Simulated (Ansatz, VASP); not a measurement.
**SnO in VASP and in Ansatz**

Contents of INCAR:

```
SYSTEM = SnO
  ALGO = Fast
  EDIFF = 1E-7
  ENCUT = 520
  GGA = PE
  ISIF = 2
  ISMEAR = 0
  IVDW = 12
  LASPH = .True.
  LCHARG = .False.
  LREAL = .False.
  LWAVE = .False.
  NBANDS = 28
  NELM = 100
  PREC = Accurate
  SIGMA = 0.05
```

The input KPOINTS:

```
k-points
0
Gamma
  8 6 6
  0 0 0
```

File POSCAR:

```
SnO
1.0
    3.3717800250      0.0000000000      0.0000000000
    0.0000000000      5.7024745200      0.0000000000
    0.0000000000      0.0000000000      4.2219700000
Sn O
2 2
Direct
    0.0000000000      0.2319090000      0.5131440000
    0.5000000000      0.7680910000      0.0131440000
    0.0000000000      0.8912500000      0.7368570000
    0.5000000000      0.1087500000      0.2368570000
```

Input for Ansatz:

```yaml
crystal:
  lattice:
    - [3.371780025, 0.0, 0.0]
    - [0.0, 5.70247452, 0.0]
    - [0.0, 0.0, 4.22197]
  atoms:
    - { symbol: Sn, position: [0.0, 0.231909, 0.513144] }
    - { symbol: Sn, position: [0.5, 0.768091, 0.013144] }
    - { symbol: O, position: [0.0, 0.89125, 0.736857] }
    - { symbol: O, position: [0.5, 0.10875, 0.236857] }
basis:
  ecutwfc: 420
kpoints:
  mp_grid: { grid: [8, 6, 6] }
hamiltonian:
  xc: pbe
  dispersion: d3bj
scf:
  occupations: { method: gaussian, width: 0.05 }
output:
  forces: true
  stress: true
  eigenvalues: true
```

Change from the starting cell: strain +0.0050 x Voigt [1, 1, 0, 0, 0, 0], atoms carried along.

Alike in both runs: task single point; functional PBE; dispersion D3(BJ); k mesh 8 × 6 × 6; occupations gaussian, width 0.05 eV; no spin polarisation.

```csv
,VASP,Ansatz
version,VASP 6.6.1,Ansatz 0.2.0
potentials or method,"VASP PAW PBE potentials, release 64 (Sn_d, O)","scalar-relativistic, plane waves, PAW"
plane-wave cutoff (eV),520,420
valence electrons in the cell,40,40
```

```csv
,VASP,Ansatz,Ansatz less VASP
gap on the k mesh at the Fermi level (eV),1.41,1.42,+0.010
least direct gap on the mesh (eV),2.07,2.08,+0.011
pressure (GPa),-1.9,-2.1,-0.20
largest component of the traceless stress (GPa),0.29,0.33,+0.032
rms of the force components (eV/Å),0.081,0.111,+0.0302
```

Atom by atom the forces differ by 0.033 eV/Å (rms over components).

Caveats: spin-orbit coupling is left out, which moves the levels of the heavy elements. A k mesh can miss the band edges.
